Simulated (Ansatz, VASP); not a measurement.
# One calculation of In3Se, two programs

```
In Se
1.0
     4.80376    0.00000    0.00000
     0.00000    4.80376    0.00000
     0.00000    0.00000    4.80376
In Se
3 1
Direct
  0.00000 0.50000 0.50000
  0.50000 0.00000 0.50000
  0.50000 0.50000 0.00000
  0.00000 0.00000 0.00000
```

Alike in both runs: task single point; functional PBEsol; k mesh 5 × 5 × 5; occupations gaussian, width 0.4 eV; no spin polarisation.

|  | VASP | Ansatz |
| --- | --- | --- |
| version | VASP 6.6.1 | Ansatz 0.2.0 |
| potentials or method | VASP PAW PBE potentials, release 64 (In_d, Se) | scalar-relativistic, plane waves, PAW |
| plane-wave cutoff (eV) | 520 | 420 |
| valence electrons in the cell | 45 | 55 |

|  | VASP | Ansatz | Ansatz less VASP |
| --- | --- | --- | --- |
| gap on the k mesh at the Fermi level (eV) | none | none | - |
| pressure (GPa) | -2.7 | -2.6 | +0.03 |

A gap of «none» marks a metal or a gap that the smearing closes. The functional is the same, so the differences come from potentials, cutoffs and numerics. The two sets of potentials don't hold the same shells in valence.

Caveats: the PAW data sets were made with another functional, which shifts forces and pressure a little (VASP).
